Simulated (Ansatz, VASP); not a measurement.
One calculation of Fe, two programs

```
CELL_PARAMETERS angstrom
0.00000 1.96729 1.99096
1.51816 0.00000 1.99096
1.51816 1.96729 0.00000
ATOMIC_POSITIONS crystal
Fe 0.00000 0.00000 0.00000
```

Change from the starting cell: volume scaled by 1.04.

Alike in both runs: task single point; functional LDA; k mesh 13 × 13 × 13; occupations fermi-dirac, width 0.05 eV; collinear spin.

|  | VASP | Ansatz |
| --- | --- | --- |
| version | VASP 6.6.1 | Ansatz 0.2.0 |
| potentials or method | VASP PAW LDA potentials, release 64 (Fe), cutoff 520 eV | all-electron LAPW, scalar-relativistic |

```tsv
	VASP	Ansatz	Ansatz less VASP
gap on the k mesh at the Fermi level (eV)	none	none	-
pressure (GPa)	-24.5	-23.7	+0.81
largest component of the traceless stress (GPa)	4.64	4.24	-0.399
net moment per atom (μB)	2.19	2.23	+0.042
size of the moment on the site where the two differ most (μB)	2.17	2.26	+0.094
```

Site moments also hang on the region over which each program counts them. A gap of «none» marks a metal or a gap that the smearing closes. Ansatz ran all-electron here, so the differences hold the error of VASP's frozen core and of both bases.

Caveats: so large a pressure means that the cell lies far from this level's equilibrium, or that cutoff or potentials fall short (VASP).
